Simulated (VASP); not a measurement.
# TiSe2 (P-3m1) in VASP: a series of runs, part 2 of 2

VASP 6.6.1. Earlier steps stand in the parts before.

## (3) Relaxation of cell and atoms, PBE+D3(BJ), target pressure 3.12 GPa, at which the enthalpy is minimised

The COD entry that gives the cell may itself be a prediction, so a difference from it is no test against experiment.

This run uses another cell than the first one, of 19.35 Å³/atom, 0.893 times its volume.

The input, INCAR:

```
  ALGO = Normal
  EDIFF = 1E-7
  EDIFFG = -0.005
  ENCUT = 600
  GGA = PE
  IBRION = 2
  ISIF = 3
  ISMEAR = 1
  IVDW = 12
  LASPH = T
  LCHARG = F
  LREAL = F
  LWAVE = F
  NELM = 80
  NSW = 90
  PREC = Accurate
  PSTRESS = 31.2
  SIGMA = 0.1
```

The input, KPOINTS:

```
k-points
0
Gamma
  12 12 6
```

The input, POSCAR:

```
TiSe2                                   
1.0
    3.4291158196      0.0000000000     -0.0000000000
   -1.7145579098      2.9697014124     -0.0000000000
    0.0000000000     -0.0000000000      5.6998415944
  Ti              Se            
     1     2
Direct
     0.0000000000000000    0.0000000000000000    0.0000000000000000
     0.3333333332999970    0.6666666667000030    0.2738691104767768
     0.6666666667000030    0.3333333332999970    0.7261308895232232
```

Potentials or basis: VASP PAW PBE potentials, release 64 (Ti_sv, Se).

Launch:

```
cat potpaw_PBE.64/Ti_sv/POTCAR potpaw_PBE.64/Se/POTCAR > POTCAR
mpirun -np 1 vasp_std > vasp.out
```

OUTCAR:

```text
EDIFF = 1E-7
   EDIFFG = -0.005
   ENCUT = 600
   GGA = PE
   IBRION = 2
   ISIF = 3
   ISMEAR = 1
   IVDW = 12
   LASPH = T
   LREAL = F
   NELM = 80
   NSW = 90
   PREC = Accurate
   PSTRESS = 31.2
 IVDW          = 12

 ion  position               nearest neighbor table
   1  0.000  0.000  0.000-   2 2.52   3 2.52   3 2.52   2 2.52   3 2.52   2 2.52
   2  0.333  0.667  0.274-   1 2.52   1 2.52   1 2.52
[... 659 lines left out ...]
 E8    (eV) :    -0.6229

  FORCE on cell =-STRESS in cart. coord.  units (eV):
  Direction    XX          YY          ZZ          XY          YZ          ZX
  --------------------------------------------------------------------------------------
  -------------------------------------------------------------------------------------
  Total       1.12334     1.12334     1.13159     0.00000     0.00000     0.00000
  in kB      31.00727    31.00727    31.23504     0.00000     0.00000     0.00000
  external pressure =       -0.12 kB  Pullay stress =       31.20 kB

 VOLUME and BASIS-vectors are now :
 -----------------------------------------------------------------------------
  energy-cutoff  :      600.00
  volume of cell :       58.04
      direct lattice vectors                 reciprocal lattice vectors
     3.429115820  0.000000000  0.000000000     0.291620363  0.168367095  0.000000000
    -1.714557910  2.969701412  0.000000000     0.000000000  0.336734190  0.000000000
     0.000000000  0.000000000  5.699841594     0.000000000  0.000000000  0.175443472

 POSITION                                       TOTAL-FORCE (eV/Angst)
 -----------------------------------------------------------------------------------
      0.00000      0.00000      0.00000        -0.000000      0.000000     -0.000000
     -0.00000      1.97980      1.56101         0.000000      0.000000      0.000843
      1.71456      0.98990      4.13883        -0.000000     -0.000000     -0.000843
 -----------------------------------------------------------------------------------
    total drift:                                0.000000     -0.000000     -0.000000

  FREE ENERGIE OF THE ION-ELECTRON SYSTEM (eV)
  ---------------------------------------------------
  free  energy   TOTEN  =       -19.4436014132 eV

  energy  without entropy=      -19.4437706372  energy(sigma->0) =      -19.44365782

  enthalpy is  TOTEN    =       -18.3132805671 eV   P V=        1.1303208461

 reached required accuracy - stopping structural energy minimisation
```

CONTCAR:

```text
TiSe2
   1.00000000000000
     3.4291158195999998    0.0000000000000000    0.0000000000000000
    -1.7145579097999999    2.9697014124000001    0.0000000000000000
     0.0000000000000000    0.0000000000000000    5.6998415943999996
  Ti              Se
     1     2
Direct
     0.0000000000000000    0.0000000000000000    0.0000000000000000
     0.3333333332999970    0.6666666667000030    0.2738691104767739
     0.6666666667000030    0.3333333332999970    0.7261308895232261

  0.00000000E+00  0.00000000E+00  0.00000000E+00
  0.00000000E+00  0.00000000E+00  0.00000000E+00
  0.00000000E+00  0.00000000E+00  0.00000000E+00
```

Run time: 63 s. Hardware: 1 thread of AMD EPYC 9R45 (Zen 5), shared host; peak memory 0.25 GiB.

What came out:

| Item | Value |
| --- | --- |
| Free energy | -19.4436 eV |
| Pressure after relaxing | 3.1 GPa |
| Band gap on the k mesh | none (metal or under the smearing width) |
| Dispersion energy per atom | -0.479 eV |

Final structure:
```
Ti Se
1.0
     3.42912    0.00000    0.00000
    -1.71456    2.96970    0.00000
     0.00000    0.00000    5.69984
Ti Se
1 2
Cartesian
  0.0000 0.0000 0.0000
  0.0000 1.9798 1.5610
  1.7146 0.9899 4.1388
```

Caveat: the relaxation stopped at its first step, so nothing moved; the cell is relaxed towards a set pressure, so the enthalpy falls and the energy may rise; pairwise dispersion overbinds metals, which lowers pressure and volume.

## (4) Relaxation of cell and atoms, r2SCAN

The input, INCAR:

```
SYSTEM = TiSe2
PREC     = Accurate       ! precision mode
ENCUT    = 600            ! plane-wave cutoff, eV
EDIFF    = 1E-6           ! SCF threshold, eV
ISMEAR   = 1              ! smearing method
SIGMA    = 0.1            ! smearing width, eV
LREAL    = .FALSE.        ! projectors in reciprocal space
LASPH    = .TRUE.         ! aspherical terms in the spheres
NELM     = 80             ! most SCF steps
ALGO     = Normal         ! electronic algorithm
ISIF     = 3              ! what is computed and relaxed
LWAVE    = .FALSE.        ! write WAVECAR
LCHARG   = .FALSE.        ! write CHGCAR
METAGGA  = R2SCAN         ! meta-GGA
LMIXTAU  = .TRUE.       
IBRION   = 2              ! ionic algorithm
NSW      = 90             ! ionic steps
EDIFFG   = -0.01          ! ionic threshold
```

The input, KPOINTS:

```
regular mesh
0
G
  12 12 6
  0 0 0
```

The input, POSCAR:

```
TiSe2
1.0
    3.5360000000      0.0000000000      0.0000000000
   -1.7680000000      3.0622658278      0.0000000000
    0.0000000000      0.0000000000      6.0040000000
Ti Se
1 2
Direct
    0.0000000000      0.0000000000      0.0000000000
    0.3333333333      0.6666666667      0.2552000000
    0.6666666667      0.3333333333      0.7448000000
```

Launch:

```
cat potpaw_PBE.64/Ti_sv/POTCAR potpaw_PBE.64/Se/POTCAR > POTCAR
mpirun -np 1 vasp_std > vasp.out
```

Run time: 22 min. Hardware: 1 thread of Intel Xeon 6975P-C (Granite Rapids), shared host; peak memory 0.31 GiB.

It converged, with:

```
Free energy                            : -45.4938 eV
Relaxed volume                         : 23.15 Å³/atom
Relaxed cell                           : a = 3.562 Å, b = 3.562 Å, c = 6.321 Å, α = 90.00°, β = 90.00°, γ = 120.00°
Space group after relaxing (to 0.05 Å) : P-3m1 (No. 164)
Energy gained by relaxing              : 8.0 meV/atom
Ionic steps                            : 12
Pressure after relaxing                : 0.0 GPa
Band gap on the k mesh                 : none (metal or under the smearing width)
```

Step by step:
| step | energy change (eV) | largest force (eV/Å) | pressure (GPa) | volume (Å³) |
| --- | --- | --- | --- | --- |
| 1 | 0.0000 | 0.1526 | 1.10 | 65.01 |
| 2 | -0.0061 | 0.2679 | -0.38 | 66.42 |
| 3 | -0.0061 | 0.2725 | -0.44 | 66.48 |
| 4 | -0.0115 | 0.1520 | -0.21 | 66.85 |
| 5 | -0.0142 | 0.0168 | 0.16 | 67.38 |
| 6 | -0.0182 | 0.0098 | 0.04 | 67.89 |
| 7 | -0.0238 | 0.0158 | -0.23 | 69.43 |
| 8 | -0.0239 | 0.0205 | -0.24 | 69.63 |
| 9 | -0.0233 | 0.0779 | 0.53 | 69.13 |
| 10 | -0.0240 | 0.0133 | 0.02 | 69.46 |
| 11 | -0.0241 | 0.0117 | 0.00 | 69.46 |
| 12 | -0.0241 | 0.0007 | 0.00 | 69.45 |

Final structure:
```
CELL_PARAMETERS angstrom
3.56186 0.00000 0.00000
-1.78093 3.08466 0.00000
0.00000 0.00000 6.32074
ATOMIC_POSITIONS crystal
Ti 0.00000 0.00000 0.00000
Se 0.33333 0.66667 0.24041
Se 0.66667 0.33333 0.75959
```

Levels at points of the mesh, in eV from the Fermi level:
```tsv
k point	band 8	band 9	band 10	band 11	band 12	band 13	band 14	band 15	band 16
(0.00, 0.00, 0.00)	-2.68	-2.68	-0.40	0.20	0.20	0.41	0.41	0.75	3.36
(0.50, 0.00, 0.00)	-4.12	-2.94	-2.67	-2.66	-1.56	0.11	1.31	1.72	3.25
(0.00, 0.00, 0.50)	-2.65	-2.65	-2.46	0.09	0.09	0.40	0.40	1.23	3.53
(0.50, 0.00, 0.50)	-4.59	-2.94	-2.78	-1.65	-1.36	-0.07	1.30	1.69	3.15
```

Caveat: the PAW data sets were made with another functional, which shifts forces and pressure a little. Zero-point motion and thermal expansion aren't in these numbers.
